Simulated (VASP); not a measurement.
# W (Im-3m) in VASP: further runs

One crystal, W, is run at these levels: PBE; tasks: relaxation of cell and atoms, vibrations by finite differences.

All numbers are computed with VASP 6.6.1; they aren't measurements. Logs are shortened: lines on timing, memory, paths and dates and some standing lists are left out, and cuts for length are marked.

## (1) The structure

It takes space group Im-3m (No. 229, cubic). Conventional cell: a = 3.165 Å, b = 3.165 Å, c = 3.165 Å, α = 90.00°, β = 90.00°, γ = 90.00°. W (site symmetry m-3m) has 8 W at 2.74 Å as nearest neighbours.

## (2) Relaxation of cell and atoms, PBE

Contents of INCAR:

```
ALGO     = Fast           # electronic algorithm
EDIFF    = 1E-7           # SCF threshold, eV
EDIFFG   = -0.002         # ionic threshold
ENCUT    = 350            # plane-wave cutoff, eV
GGA      = PE             # functional
IBRION   = 2              # ionic algorithm
ISIF     = 3              # what is computed and relaxed
ISMEAR   = 0              # smearing method
LASPH    = T              # aspherical terms in the spheres
LCHARG   = F              # write CHGCAR
LREAL    = F              # projectors in reciprocal space
LWAVE    = F              # write WAVECAR
NELM     = 80             # most SCF steps
NSW      = 80             # ionic steps
PREC     = Accurate       # precision mode
SIGMA    = 0.1            # smearing width, eV
```

Contents of KPOINTS:

```
k-points
0
Gamma
  18 18 18
```

Contents of POSCAR:

```
W
1.0
   -1.5823450000      1.5823450000      1.5823450000
    1.5823450000     -1.5823450000      1.5823450000
    1.5823450000      1.5823450000     -1.5823450000
W
1
Direct
    0.0000000000      0.0000000000      0.0000000000
```

Potentials or basis: VASP PAW PBE potentials, release 64 (W_sv).

Started as:

```
> cat potpaw_PBE.64/W_sv/POTCAR > POTCAR
> mpirun -np 1 vasp_std > vasp.out
```

OUTCAR:

```text
EDIFF = 1E-7
   EDIFFG = -0.002
   ENCUT = 350
   GGA = PE
   IBRION = 2
   ISIF = 3
   ISMEAR = 0
   LASPH = T
   LREAL = F
   NELM = 80
   NSW = 80
   PREC = Accurate

 ion  position               nearest neighbor table
   1  0.000  0.000  0.000-

  LATTYP: Found a body centered cubic cell.
 ALAT       =     3.1646900000

  Lattice vectors:

 A1 = (  -1.5823450000,   1.5823450000,   1.5823450000)
 A2 = (   1.5823450000,  -1.5823450000,   1.5823450000)
 A3 = (   1.5823450000,   1.5823450000,  -1.5823450000)

Analysis of symmetry for initial positions (statically):
=====================================================================
 Subroutine PRICEL returns:
 Original cell was already a primitive cell.

 Routine SETGRP: Setting up the symmetry group for a
 body centered cubic supercell.

 Subroutine GETGRP returns: Found 48 space group operations
 (whereof 48 operations were pure point group operations)
 out of a pool of 48 trial point group operations.

The static configuration has the point symmetry O_h .

Analysis of symmetry for dynamics (positions and initial velocities):
=====================================================================
 Subroutine PRICEL returns:
 Original cell was already a primitive cell.

 Routine SETGRP: Setting up the symmetry group for a
 body centered cubic supercell.

 Subroutine GETGRP returns: Found 48 space group operations
 (whereof 48 operations were pure point group operations)
 out of a pool of 48 trial point group operations.

The dynamic configuration has the point symmetry O_h .

 Subroutine INISYM returns: Found 48 space group operations
 (whereof 48 operations are pure point group operations),
 and found     1 'primitive' translations

----------------------------------------------------------------------------------------

                                     Primitive cell

  volume of cell :      15.8476

  direct lattice vectors                    reciprocal lattice vectors
    -1.582345000  1.582345000  1.582345000     0.000000000  0.315986716  0.315986716
     1.582345000 -1.582345000  1.582345000     0.315986716  0.000000000  0.315986716
     1.582345000  1.582345000 -1.582345000     0.315986716  0.315986716  0.000000000

  length of vectors
     2.740701935  2.740701935  2.740701935     0.446872699  0.446872699  0.446872699

  position of ions in fractional coordinates (direct lattice)
     0.000000000  0.000000000  0.000000000

  ion indices of the primitive-cell ions
[... 97 lines left out ...]
  Thomas-Fermi vector in A             =   2.672506
   LORBIT       =      0    0 simple, 1 ext, 2 COOP (PROOUT), +10 PAW based schemes
   GGA     = PE    functional components
   LHFCALC =     F    Hartree Fock is set to
   AEXX    =    0.0000 exact exchange contribution
   IVDW    =     0    specifies the selected vdW correction
   LEPSILON=     F    determine dielectric tensor
   LRPA    =     F    only Hartree local field effects (RPA)
 conjugate gradient relaxation of ions
 non-spin polarized calculation
 RMM-DIIS sequential band-by-band and
 Gauss-broadening in eV      SIGMA  =   0.10
  energy-cutoff  :      350.00
  volume of cell :       15.85
 maximum number of plane-waves:       246
 NGX is ok and might be reduce to    18
   NGX =  9   NGY =  9   NGZ =  9

--------------------------------------- Ionic step        1  -------------------------------------------

 number of electron      14.0000001 magnetization

 Free energy of the ion-electron system (eV)
  ---------------------------------------------------
  ext. energy  EPLUGINS =         0.00000000
  ---------------------------------------------------
  free energy    TOTEN  =       -12.94418617 eV

  energy without entropy =      -12.94071475  energy(sigma->0) =      -12.94245046

------------------------ aborting loop because EDIFF is reached ----------------------------------------

  FORCE on cell =-STRESS in cart. coord.  units (eV):
  Direction    XX          YY          ZZ          XY          YZ          ZX
  --------------------------------------------------------------------------------------
  -------------------------------------------------------------------------------------
  Total        0.5831881      0.5831881      0.5831881     -0.0000000     -0.0000000      0.0000000
  in kB       58.9597584     58.9597584     58.9597584     -0.0000000     -0.0000000      0.0000000
  external PRESSURE =      58.9597584 kB  Pullay stress =       0.0000000 kB
[... 92 lines left out ...]
--------------------------------------- Ionic step        4  -------------------------------------------

 number of electron      13.9999994 magnetization

 Free energy of the ion-electron system (eV)
  ---------------------------------------------------
  ext. energy  EPLUGINS =         0.00000000
  ---------------------------------------------------
  free energy    TOTEN  =       -12.94942260 eV

  energy without entropy =      -12.94584519  energy(sigma->0) =      -12.94763390

 E-fermi :  11.1851     XC(G=0): -13.5393

 val. band max:       11.1808689224   @ k =  -0.2778   0.3333   0.2222
 cond. band min:      11.1968805887   @ k =   0.5000   0.5000   0.2222
 fundamental gap:      0.0160116663
 Fermi energy:        11.1850506148

 k-point     1 :       0.0000    0.0000    0.0000
  band No.  band energies     occupation
      1     -63.0152      2.00000
      2     -26.6039      2.00000
      3     -26.6039      2.00000
      4     -26.6039      2.00000
      5       1.6470      2.00000
      6       9.9899      2.00000
      7       9.9899      2.00000
      8       9.9899      2.00000
      9      13.4079      0.00000
     10      13.4079      0.00000
     11      25.6615      0.00000
[... 309 lines left out ...]
 k-point    24 :       0.3889    0.1111    0.0000
  band No.  band energies     occupation
      1     -62.8912      2.00000
      2     -27.7426      2.00000
      3     -27.0323      2.00000
      4     -26.6638      2.00000
      5       5.4533      2.00000
      6       7.8531      2.00000
      7      10.5718      2.00000
      8      13.1734      0.00000
      9      14.4673      0.00000
     10      17.4594      0.00000
     11      21.8563      0.00000

 [... further k-points ...]

------------------------ aborting loop because EDIFF is reached ----------------------------------------

  FORCE on cell =-STRESS in cart. coord.  units (eV):
  Direction    XX          YY          ZZ          XY          YZ          ZX
  --------------------------------------------------------------------------------------
  -------------------------------------------------------------------------------------
  Total        0.0007356      0.0007356      0.0007356      0.0000000      0.0000000      0.0000000
  in kB        0.0730245      0.0730245      0.0730245      0.0000000      0.0000000      0.0000000
  external PRESSURE =       0.0730245 kB  Pullay stress =       0.0000000 kB
[... 16 lines left out ...]
  FREE ENERGIE OF THE ION-ELECTRON SYSTEM (eV)
  ---------------------------------------------------
  free  energy   TOTEN  =       -12.9494226046 eV

  energy  without entropy=      -12.9458451878  energy(sigma->0) =      -12.94763390

 reached required accuracy - stopping structural energy minimisation
```

CONTCAR:

```text
W
   1.00000000000000
    -1.5919814191171366    1.5919814191171366    1.5919814191171366
     1.5919814191171366   -1.5919814191171366    1.5919814191171366
     1.5919814191171366    1.5919814191171366   -1.5919814191171366
  W
     1
Direct
     0.0000000000000000    0.0000000000000000    0.0000000000000000

  0.00000000E+00  0.00000000E+00  0.00000000E+00
```

Run time: 56 s. Hardware: 1 thread of AMD EPYC 7R13 (Zen 3), shared host; peak memory 0.11 GiB.

Results:

| Quantity | Value |
| --- | --- |
| Free energy | -12.9494 eV |
| Relaxed volume | 16.14 Å³/atom |
| Relaxed cell | a = 2.757 Å, b = 2.757 Å, c = 2.757 Å, α = 109.47°, β = 109.47°, γ = 109.47° |
| Space group after relaxing (to 0.05 Å) | Im-3m (No. 229) |
| Energy gained by relaxing | 5.2 meV/atom |
| Ionic steps | 4 |
| Pressure after relaxing | 0.0 GPa |
| Band gap on the k mesh | none (metal or under the smearing width) |

Step by step:
| step | energy change (eV) | largest force (eV/Å) | pressure (GPa) | volume (Å³) |
| --- | --- | --- | --- | --- |
| 1 | 0.0000 | 0.0000 | 5.90 | 15.85 |
| 2 | 0.0574 | 0.0000 | -17.46 | 17.22 |
| 3 | -0.0052 | 0.0000 | -0.17 | 16.15 |
| 4 | -0.0052 | 0.0000 | 0.01 | 16.14 |

Final structure:
```
W
1.0
    -1.59198    1.59198    1.59198
     1.59198   -1.59198    1.59198
     1.59198    1.59198   -1.59198
W
1
Direct
  0.00000 0.00000 0.00000
```

The run has no spin-orbit coupling, so splittings on W are missing. Zero-point motion and thermal expansion aren't in these numbers.

## (3) Relaxation of cell and atoms, PBE

This run uses another cell than the first one, of 16.14 Å³/atom, 1.018 times its volume.

INCAR is that of step 2.

KPOINTS is that of step 2.

Contents of POSCAR:

```
W                                       
1.0
   -1.5919814191      1.5919814191      1.5919814191
    1.5919814191     -1.5919814191      1.5919814191
    1.5919814191      1.5919814191     -1.5919814191
  W             
     1
Direct
     0.0000000000000000    0.0000000000000000    0.0000000000000000
```

Potentials or basis: VASP PAW PBE potentials, release 64 (W_sv).

Started as:

```
> cat potpaw_PBE.64/W_sv/POTCAR > POTCAR
> mpirun -np 1 vasp_std > vasp.out
```

It took 34 s on 1 thread of AMD EPYC 7R13 (Zen 3), shared host; peak memory 0.1 GiB.

It converged, with:

```yaml
Free_energy: -12.9503 eV
Relaxed_volume: 16.14 Å³/atom
Relaxed_cell: a = 2.758 Å, b = 2.758 Å, c = 2.758 Å, α = 109.47°, β = 109.47°, γ = 109.47°
Space_group_after_relaxing_to_0.05_Å: Im-3m (No. 229)
Energy_gained_by_relaxing: 0.0 meV/atom
Ionic_steps: 3
Pressure_after_relaxing: 0.0 GPa
Band_gap_on_the_k_mesh: none (metal or under the smearing width)
```

Final structure:
```
CELL_PARAMETERS angstrom
-1.59206 1.59206 1.59206
1.59206 -1.59206 1.59206
1.59206 1.59206 -1.59206
ATOMIC_POSITIONS crystal
W 0.00000 0.00000 0.00000
```

Levels at points of the mesh, in eV from the Fermi level:
| k point | band 5 | band 6 | band 7 | band 8 | band 9 | band 10 |
| --- | --- | --- | --- | --- | --- | --- |
| (0.00, 0.00, 0.00) | -9.54 | -1.19 | -1.19 | -1.19 | 2.22 | 2.22 |
| (0.50, 0.00, 0.00) | -6.16 | -3.48 | 0.62 | 2.11 | 3.06 | 6.00 |
| (0.50, 0.50, 0.50) | -5.69 | -5.69 | 5.04 | 5.04 | 5.04 | 8.10 |

## (4) Vibrations by finite differences, PBE

This run uses another cell than the first one, of 16.14 Å³/atom, 1.019 times its volume.

Contents of INCAR:

```
SYSTEM = W
ALGO     = Fast           ! electronic algorithm
EDIFF    = 1E-8           ! SCF threshold, eV
ENCUT    = 350            ! plane-wave cutoff, eV
GGA      = PE             ! functional
IBRION   = 6              ! ionic algorithm
ISIF     = 3              ! what is computed and relaxed
ISMEAR   = 0              ! smearing method
LASPH    = .True.         ! aspherical terms in the spheres
LCHARG   = .False.        ! write CHGCAR
LREAL    = .False.        ! projectors in reciprocal space
LWAVE    = .False.        ! write WAVECAR
NBANDS   = 13             ! bands
NELM     = 80             ! most SCF steps
NFREE    = 2            
NSW      = 1              ! ionic steps
POTIM    = 0.015          ! step
PREC     = Accurate       ! precision mode
SIGMA    = 0.1            ! smearing width, eV
```

Contents of KPOINTS:

```
k-points
0
Gamma
  18 18 18
  0 0 0
```

Contents of POSCAR:

```
W                                       
1.0
   -1.5920577161      1.5920577161      1.5920577161
    1.5920577161     -1.5920577161      1.5920577161
    1.5920577161      1.5920577161     -1.5920577161
  W             
     1
Direct
     0.0000000000000000    0.0000000000000000    0.0000000000000000
```

Potentials or basis: VASP PAW PBE potentials, release 64 (W_sv).

Started as:

```
> cat potpaw_PBE.64/W_sv/POTCAR > POTCAR
> mpirun -np 1 vasp_std > vasp.out
```

OUTCAR:

```text
SYSTEM = W
   EDIFF = 1E-8
   ENCUT = 350
   GGA = PE
   IBRION = 6
   ISIF = 3
   ISMEAR = 0
   LASPH = .True.
   LREAL = .False.
   NELM = 80
   NFREE = 2
   NSW = 1
   POTIM = 0.015
   PREC = Accurate

 ion  position               nearest neighbor table
   1  0.000  0.000  0.000-

  LATTYP: Found a body centered cubic cell.
 ALAT       =     3.1841154322

  Lattice vectors:

 A1 = (  -1.5920577161,   1.5920577161,   1.5920577161)
 A2 = (   1.5920577161,  -1.5920577161,   1.5920577161)
 A3 = (   1.5920577161,   1.5920577161,  -1.5920577161)

Analysis of symmetry for initial positions (statically):
=====================================================================
[... 793 lines left out ...]
  y    -0.00000     0.00000    -0.00000    -0.00000     0.00000     0.00000
  z    -0.00000     0.00000    -0.00000     0.00000     0.00000     0.00000

 INTERNAL STRAIN TENSORS FROM DISPLACED ATOMS
 ============================================

 INTERNAL STRAIN TENSOR FOR ION    1 for displacements in x,y,z  (eV/Angst):
          X           Y           Z          XY          YZ          ZX
  --------------------------------------------------------------------------------
  x     0.00000     0.00000     0.00000     0.00000     0.00000     0.00000
  y     0.00000     0.00000     0.00000     0.00000     0.00000     0.00000
  z     0.00000     0.00000     0.00000     0.00000     0.00000     0.00000

 Eigenvectors and eigenvalues of the dynamical matrix
 ----------------------------------------------------

   1 f/i=    0.000000 THz     0.000000 2PiTHz    0.000000 cm-1     0.000000 meV
             X         Y         Z           dx          dy          dz
      0.000000  0.000000  0.000000    -0.653217   -0.757171    0.000000

   2 f/i=    0.000000 THz     0.000000 2PiTHz    0.000000 cm-1     0.000000 meV
             X         Y         Z           dx          dy          dz
      0.000000  0.000000  0.000000     0.000000    0.000000    1.000000

   3 f/i=    0.000000 THz     0.000000 2PiTHz    0.000000 cm-1     0.000000 meV
             X         Y         Z           dx          dy          dz
      0.000000  0.000000  0.000000     0.757171   -0.653217    0.000000

--------------------------------------------------------------------------------------------------------

 ELASTIC MODULI CONTR FROM IONIC RELAXATION (kBar)
 Direction    XX          YY          ZZ          XY          YZ          ZX
 --------------------------------------------------------------------------------
 XX           0.0000      0.0000      0.0000      0.0000      0.0000      0.0000
 YY           0.0000      0.0000      0.0000      0.0000      0.0000      0.0000
 ZZ           0.0000      0.0000      0.0000      0.0000      0.0000      0.0000
 XY           0.0000      0.0000      0.0000      0.0000      0.0000      0.0000
 YZ           0.0000      0.0000      0.0000      0.0000      0.0000      0.0000
 ZX           0.0000      0.0000      0.0000      0.0000      0.0000      0.0000
 --------------------------------------------------------------------------------

 TOTAL ELASTIC MODULI (kBar)
 Direction    XX          YY          ZZ          XY          YZ          ZX
 --------------------------------------------------------------------------------
 XX        4946.9220   2171.5091   2171.5091     -0.0000      0.0000      0.0000
 YY        2171.5091   4946.9220   2171.5091     -0.0000      0.0000     -0.0000
 ZZ        2171.5091   2171.5091   4946.9220      0.0000     -0.0000     -0.0000
 XY          -0.0000     -0.0000      0.0000   1409.7705      0.0000      0.0000
 YZ           0.0000      0.0000     -0.0000      0.0000   1409.7705      0.0000
 ZX           0.0000     -0.0000     -0.0000      0.0000      0.0000   1409.7705
 --------------------------------------------------------------------------------
```

OSZICAR:

```text
N       E                     dE             d eps       ncg     rms          rms(c)
DAV:   1     0.661241314613E+02    0.66124E+02   -0.59840E+03  5206   0.946E+02
DAV:   2    -0.123902039880E+02   -0.78514E+02   -0.75569E+02  5675   0.261E+02
DAV:   3    -0.135782186595E+02   -0.11880E+01   -0.11857E+01  5535   0.330E+01
[... 13 lines left out ...]
RMM:  13    -0.129503370840E+02   -0.13395E-07   -0.16385E-09  3048   0.446E-04    0.422E-04
RMM:  14    -0.129503371258E+02   -0.41818E-07   -0.28430E-09  3104   0.522E-04    0.216E-04
RMM:  15    -0.129503371399E+02   -0.14062E-07   -0.47676E-10  2948   0.246E-04    0.141E-04
RMM:  16    -0.129503371552E+02   -0.15263E-07   -0.39528E-10  3014   0.217E-04    0.697E-05
RMM:  17    -0.129503371620E+02   -0.67835E-08   -0.52979E-11  1475   0.122E-04
  15 F= -.12950337E+02 E0= -.12948549E+02  d E =-.357674E-02
```

Run time: 17 min. Hardware: 1 thread of AMD EPYC 7R13 (Zen 3), shared host; peak memory 0.38 GiB.

What came out:

```
Elastic constants C11, C12, C44 : 495, 217, 141 GPa
Voigt bulk modulus              : 310 GPa
```

Elastic tensor in Voigt notation (GPa, in the Cartesian axes of the cell as first typed):
```
495 217 217   0   0   0
217 495 217   0   0   0
217 217 495   0   0   0
  0   0   0 141   0   0
  0   0   0   0 141   0
  0   0   0   0   0 141
```

Clamped-ion elastic tensor (GPa):
```
495 217 217   0   0   0
217 495 217   0   0   0
217 217 495   0   0   0
  0   0   0 141   0   0
  0   0   0   0 141   0
  0   0   0   0   0 141
```

Caveat: elastic constants of metals need much finer meshes, so these are rough.
